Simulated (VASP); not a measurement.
# HfN (Fm-3m) in VASP: settings compared

One crystal, HfN, is run at these levels: LDA, PBE; tasks: relaxation of cell and atoms.

All numbers are computed with VASP 6.6.1; they aren't measurements. Logs are shortened: lines on timing, memory, paths and dates and some standing lists are left out, and cuts for length are marked.

## Step 1: The crystal as given

The structure is cubic, space group Fm-3m (No. 225). Conventional cell: a = 4.462 Å, b = 4.462 Å, c = 4.462 Å, α = 90.00°, β = 90.00°, γ = 90.00°. Hf (site symmetry m-3m) has 6 N at 2.23 Å as nearest neighbours. Around N (site symmetry m-3m) lie 6 Hf at 2.23 Å.

## Step 2: Relaxation of cell and atoms, LDA

INCAR

```
SYSTEM = HfN
PREC = Accurate
ENCUT = 600
EDIFF = 1E-7
ISMEAR = 1
SIGMA = 0.1
LREAL = .FALSE.
LASPH = .TRUE.
NELM = 80
ALGO = Normal
ISIF = 3
LWAVE = .FALSE.
LCHARG = .FALSE.
IBRION = 2
NSW = 90
EDIFFG = -0.005
```

KPOINTS

```
Automatic mesh
0
G
  14 14 14
  0 0 0
```

POSCAR

```
HfN                                     
1.0
    0.0000000000      2.2309690362      2.2309690362
    2.2309690362      0.0000000000      2.2309690362
    2.2309690362      2.2309690362      0.0000000000
  Hf              N             
     1     1
Direct
     0.0000000000000000    0.0000000000000000    0.0000000000000000
     0.5000000000000000    0.5000000000000000    0.5000000000000000
```

Potentials or basis: VASP PAW LDA potentials, release 64 (Hf_pv, N).

Started as:

```sh
$ cat potpaw_LDA.64/Hf_pv/POTCAR potpaw_LDA.64/N/POTCAR > POTCAR
$ mpirun -np 1 vasp_std > vasp.out
```

OUTCAR:

```text
SYSTEM = HfN
   PREC = Accurate
   ENCUT = 600
   EDIFF = 1E-7
   ISMEAR = 1
   LREAL = .FALSE.
   LASPH = .TRUE.
   NELM = 80
   ISIF = 3
   IBRION = 2
   NSW = 90
   EDIFFG = -0.005

 ion  position               nearest neighbor table
   1  0.000  0.000  0.000-   2 2.23   2 2.23   2 2.23   2 2.23   2 2.23   2 2.23
   2  0.500  0.500  0.500-   1 2.23   1 2.23   1 2.23   1 2.23   1 2.23   1 2.23

  LATTYP: Found a face centered cubic cell.
 ALAT       =     4.4619380724

  Lattice vectors:

 A1 = (   0.0000000000,   2.2309690362,   2.2309690362)
 A2 = (   2.2309690362,   0.0000000000,   2.2309690362)
 A3 = (   2.2309690362,   2.2309690362,   0.0000000000)

Analysis of symmetry for initial positions (statically):
=====================================================================
 Subroutine PRICEL returns:
 Original cell was already a primitive cell.

 Routine SETGRP: Setting up the symmetry group for a
 face centered cubic supercell.

 Subroutine GETGRP returns: Found 48 space group operations
 (whereof 48 operations were pure point group operations)
 out of a pool of 48 trial point group operations.

The static configuration has the point symmetry O_h .

Analysis of symmetry for dynamics (positions and initial velocities):
=====================================================================
 Subroutine PRICEL returns:
 Original cell was already a primitive cell.

 Routine SETGRP: Setting up the symmetry group for a
 face centered cubic supercell.

 Subroutine GETGRP returns: Found 48 space group operations
 (whereof 48 operations were pure point group operations)
 out of a pool of 48 trial point group operations.

The dynamic configuration has the point symmetry O_h .

 Subroutine INISYM returns: Found 48 space group operations
 (whereof 48 operations are pure point group operations),
 and found     1 'primitive' translations

----------------------------------------------------------------------------------------

                                     Primitive cell

  volume of cell :      22.2081

  direct lattice vectors                    reciprocal lattice vectors
     0.000000000  2.230969036  2.230969036    -0.224117857  0.224117857  0.224117857
     2.230969036  0.000000000  2.230969036     0.224117857 -0.224117857  0.224117857
     2.230969036  2.230969036  0.000000000     0.224117857  0.224117857 -0.224117857

  length of vectors
     3.155066668  3.155066668  3.155066668     0.388183516  0.388183516  0.388183516

  position of ions in fractional coordinates (direct lattice)
     0.000000000  0.000000000  0.000000000
     0.500000000  0.500000000  0.500000000

  ion indices of the primitive-cell ions
   primitive index   ion index
                 1           1
                 2           2

----------------------------------------------------------------------------------------

 KPOINTS: Automatic mesh

Automatic generation of k-mesh.
 Grid dimensions read from file:
 generate k-points for:   14   14   14

 Generating k-lattice:

  Cartesian coordinates                     Fractional coordinates (reciprocal lattice)
    -0.016008418  0.016008418  0.016008418     0.071428571  0.000000000  0.000000000
     0.016008418 -0.016008418  0.016008418     0.000000000  0.071428571  0.000000000
     0.016008418  0.016008418 -0.016008418     0.000000000  0.000000000  0.071428571

  Length of vectors
     0.027727394  0.027727394  0.027727394

  Shift w.r.t. Gamma in fractional coordinates (k-lattice)
     0.000000000  0.000000000  0.000000000

 Subroutine IBZKPT returns following result:
 ===========================================

 Found    104 irreducible k-points:

 Following reciprocal coordinates:
            Coordinates               Weight
  0.000000  0.000000  0.000000      1.000000
  0.071429  0.000000  0.000000      8.000000
  0.142857  0.000000  0.000000      8.000000
  0.214286  0.000000  0.000000      8.000000
  0.285714  0.000000  0.000000      8.000000
  0.357143  0.000000  0.000000      8.000000
[... 16 lines left out ...]
  0.214286  0.142857  0.000000     24.000000
  0.285714  0.142857  0.000000     24.000000
 [... further k-points ...]
   k-points           NKPTS =    104   k-points in BZ     NKDIM =    104   number of bands    NBANDS=     11
   number of dos      NEDOS =    301   number of ions     NIONS =      2
   total plane-waves  NPLWV =  21952
   dimension x,y,z NGX =    28 NGY =   28 NGZ =   28
   dimension x,y,z NGXF=    56 NGYF=   56 NGZF=   56
   ions per type =               1   1
   NGX,Y,Z   is equivalent  to a cutoff of  14.75, 14.75, 14.75 a.u.
   NGXF,Y,Z  is equivalent  to a cutoff of  29.51, 29.51, 29.51 a.u.
 SYSTEM =  HfN
   PREC   = accura    normal or accurate (medium, high low for compatibility)
   ISTART =      0    job   : 0-new  1-cont  2-samecut
   ICHARG =      2    charge: 1-file 2-atom 10-const
   ISPIN  =      1    spin polarized calculation?
   LNONCOLLINEAR =      F non collinear calculations
   LSORBIT =      F    spin-orbit coupling
   LASPH  =      T    aspherical Exc in radial PAW
   ENCUT  =  600.0 eV  44.10 Ry    6.64 a.u.   6.30  6.30  6.30*2*pi/ulx,y,z
   NELM   =     80;   NELMIN=  2; NELMDL= -5     # of ELM steps
   EDIFF  = 0.1E-06   stopping-criterion for ELM
   LREAL  =      F    real-space projection
   EDIFFG = -.5E-02   stopping-criterion for IOM
   NSW    =     90    number of steps for IOM
   IBRION =      2    ionic relax: 0-MD 1-quasi-New 2-CG
   NFREE  =      1    steps in history (QN), initial steepest desc. (CG)
   ISIF   =      3    stress and relaxation
   ISYM   =      2    0-nonsym 1-usesym 2-fastsym
   POTIM  = 0.5000    time-step for ionic-motion
   TEBEG  =    0.0;   TEEND  =   0.0 temperature during run
   PSTRESS=    0.0 pullay stress
   NELECT =      15.0000    total number of electrons
   NUPDOWN=      -1.0000    fix difference up-down
   EMIN   =  10.00;   EMAX   =-10.00  energy-range for DOS
   EFERMI =   0.00;   METHOD = LEGACY
   ISMEAR =     1;   SIGMA  =   0.10  broadening in eV -4-tet -1-fermi 0-gaus
   EFERMI_NEDOS =   21; number of points for ismear=-14 and -15
   IALGO  =     38    algorithm
   IMIX   =      4    mixing-type and parameters
     AMIX     =   0.40;   BMIX     =  1.00
     AMIX_MAG =   1.60;   BMIX_MAG =  1.00
  volume/ion in A,a.u.               =      11.10        74.93
  Fermi-wavevector in a.u.,A,eV,Ry     =   1.436377  2.714359 28.071244  2.063178
  Thomas-Fermi vector in A             =   2.555572
   LORBIT       =      0    0 simple, 1 ext, 2 COOP (PROOUT), +10 PAW based schemes
   GGA     = CA    functional components
   LHFCALC =     F    Hartree Fock is set to
   AEXX    =    0.0000 exact exchange contribution
   IVDW    =     0    specifies the selected vdW correction
   LEPSILON=     F    determine dielectric tensor
   LRPA    =     F    only Hartree local field effects (RPA)
 conjugate gradient relaxation of ions
 non-spin polarized calculation
 Methfessel and Paxton  Order N= 1 SIGMA  =   0.10
  energy-cutoff  :      600.00
  volume of cell :       22.21
 maximum number of plane-waves:       757
 NGX is ok and might be reduce to    28
   NGX = 13   NGY = 13   NGZ = 13

 number of electron      15.0000001 magnetization

 Free energy of the ion-electron system (eV)
  ---------------------------------------------------
  ext. energy  EPLUGINS =         0.00000000
  ---------------------------------------------------
  free energy    TOTEN  =       -23.86647443 eV

  energy without entropy =      -23.86588055  energy(sigma->0) =      -23.86627647

 E-fermi :   8.5353     XC(G=0): -13.1738

 val. band max:        8.5164802987   @ k =   0.5000   0.2143   0.0000
 cond. band min:       8.5540217102   @ k =   0.3571   0.1429   0.0714
 fundamental gap:      0.0375414116
 Fermi energy:         8.5353446365

 k-point     1 :       0.0000    0.0000    0.0000
  band No.  band energies     occupation
      1     -22.2528      2.00000
      2     -22.2528      2.00000
      3     -22.2528      2.00000
      4      -8.9129      2.00000
      5       5.5490      2.00000
      6       5.5490      2.00000
      7       5.5490      2.00000
      8       8.1242      2.00000
      9       8.1242      2.00000
     10       8.1242      2.00000
     11      10.5378      0.00000

 k-point     2 :       0.0714    0.0000    0.0000
  band No.  band energies     occupation
      1     -22.3151      2.00000
      2     -22.2578      2.00000
      3     -22.2578      2.00000
      4      -8.7817      2.00000
      5       5.0238      2.00000
      6       5.2216      2.00000
      7       5.2216      2.00000
      8       8.2860      2.00238
      9       8.3082      2.00605
     10       8.3082      2.00605
     11      10.9612      0.00000

 k-point     3 :       0.1429    0.0000    0.0000
  band No.  band energies     occupation
      1     -22.4854      2.00000
      2     -22.2717      2.00000
      3     -22.2717      2.00000
      4      -8.4106      2.00000
      5       3.9051      2.00000
      6       4.5147      2.00000
      7       4.5147      2.00000
      8       8.5568      0.64657
      9       8.7800     -0.00293
     10       8.7800     -0.00293
     11      12.0264      0.00000
[... 267 lines left out ...]
 k-point    23 :       0.2143    0.1429    0.0000
  band No.  band energies     occupation
      1     -22.6199      2.00000
      2     -22.3541      2.00000
      3     -22.3425      2.00000
      4      -7.9691      2.00000
      5       2.3411      2.00000
      6       4.4821      2.00000
      7       4.6346      2.00000
      8       7.0754      2.00000
      9      10.3906     -0.00000
     10      10.4139     -0.00000
     11      11.4961      0.00000

 k-point    24 :       0.2857    0.1429    0.0000
  band No.  band energies     occupation
      1     -22.8234      2.00000
      2     -22.3830      2.00000
      3     -22.3651      2.00000
      4      -7.5197      2.00000
      5       1.6925      2.00000
      6       3.6943      2.00000
      7       4.0803      2.00000
      8       7.4256      2.00000
      9      11.0478      0.00000
     10      11.1379      0.00000
     11      12.6381      0.00000

 [... further k-points ...]

------------------------ aborting loop because EDIFF is reached ----------------------------------------

  FORCE on cell =-STRESS in cart. coord.  units (eV):
  Direction    XX          YY          ZZ          XY          YZ          ZX
  --------------------------------------------------------------------------------------
  -------------------------------------------------------------------------------------
  Total        0.0005672      0.0005672      0.0005672     -0.0000000      0.0000000     -0.0000000
  in kB        0.0409210      0.0409210      0.0409210     -0.0000000      0.0000000     -0.0000000
  external PRESSURE =       0.0409210 kB  Pullay stress =       0.0000000 kB

 VOLUME and BASIS-vectors are now :
 -----------------------------------------------------------------------------
  energy-cutoff  :      600.00
  volume of cell :       22.21
      direct lattice vectors                 reciprocal lattice vectors
     0.000000000  2.230969036  2.230969036    -0.224117857  0.224117857  0.224117857
     2.230969036  0.000000000  2.230969036     0.224117857 -0.224117857  0.224117857
     2.230969036  2.230969036  0.000000000     0.224117857  0.224117857 -0.224117857

 POSITION                                       TOTAL-FORCE (eV/Angst)
 -----------------------------------------------------------------------------------
      0.00000      0.00000      0.00000         0.000000      0.000000     -0.000000
      2.23097      2.23097      2.23097         0.000000      0.000000      0.000000
 -----------------------------------------------------------------------------------
    total drift:                                0.000000      0.000000      0.000000

  FREE ENERGIE OF THE ION-ELECTRON SYSTEM (eV)
  ---------------------------------------------------
  free  energy   TOTEN  =       -23.8664744296 eV

  energy  without entropy=      -23.8658805545  energy(sigma->0) =      -23.86627647

 reached required accuracy - stopping structural energy minimisation
```

Wall time 32 s (1 thread of Intel Xeon Platinum 8488C (Sapphire Rapids), shared host); peak memory 0.17 GiB.

Results:

* Free energy: -23.8665 eV
* Pressure after relaxing: 0.0 GPa
* Band gap on the k mesh: none (metal or under the smearing width)

Final structure:
```
Hf N
1.0
     0.00000    2.23097    2.23097
     2.23097    0.00000    2.23097
     2.23097    2.23097    0.00000
Hf N
1 1
Direct
  0.00000 0.00000 0.00000
  0.50000 0.50000 0.50000
```

Caveat: the relaxation stopped at its first step, so nothing moved. The run has no spin-orbit coupling, so splittings on Hf are missing.

## Step 3: Relaxation of cell and atoms, PBE

This run uses another cell than the first one, of 11.48 Å³/atom, 1.034 times its volume.

INCAR

```
SYSTEM = HfN
  PREC = Accurate
  ENCUT = 300
  EDIFF = 1E-6
  ISMEAR = 1
  SIGMA = 0.1
  LREAL = .FALSE.
  LASPH = .TRUE.
  NELM = 80
  ALGO = Normal
  ISIF = 3
  LWAVE = .FALSE.
  LCHARG = .FALSE.
  GGA = PE
  IBRION = 2
  NSW = 90
  EDIFFG = -0.01
```

KPOINTS

```
regular mesh
0
G
  7 7 7
  0 0 0
```

POSCAR

```
HfN
1.0
    0.0000000000      2.2560000000      2.2560000000
    2.2560000000      0.0000000000      2.2560000000
    2.2560000000      2.2560000000      0.0000000000
Hf N
1 1
Direct
    0.0000000000      0.0000000000      0.0000000000
    0.5000000000      0.5000000000      0.5000000000
```

Potentials or basis: VASP PAW PBE potentials, release 64 (Hf_pv, N_s).

Started as:

```sh
$ cat potpaw_PBE.64/Hf_pv/POTCAR potpaw_PBE.64/N_s/POTCAR > POTCAR
$ mpirun -np 1 vasp_std > vasp.out
```

Wall time 6.9 s (1 thread of Intel Xeon Platinum 8559C (Emerald Rapids), shared host); peak memory 0.12 GiB.

These settings aren't checked as converged: the numbers below hold their error.

What came out:

```
Free energy                            : -21.7350 eV
Relaxed volume                         : 11.62 Å³/atom
Relaxed cell                           : a = 3.203 Å, b = 3.203 Å, c = 3.203 Å, α = 60.00°, β = 60.00°, γ = 60.00°
Space group after relaxing (to 0.05 Å) : Fm-3m (No. 225)
Energy gained by relaxing              : 1.4 meV/atom
Ionic steps                            : 3
Band gap on the k mesh                 : none (metal or under the smearing width)
```

Caveat: the cutoff is under 1.25 times the usual one of these potentials, so pressure, stress and relaxed cells hold a basis-set (Pulay) error.

(Part 1 of 2 ends here.)
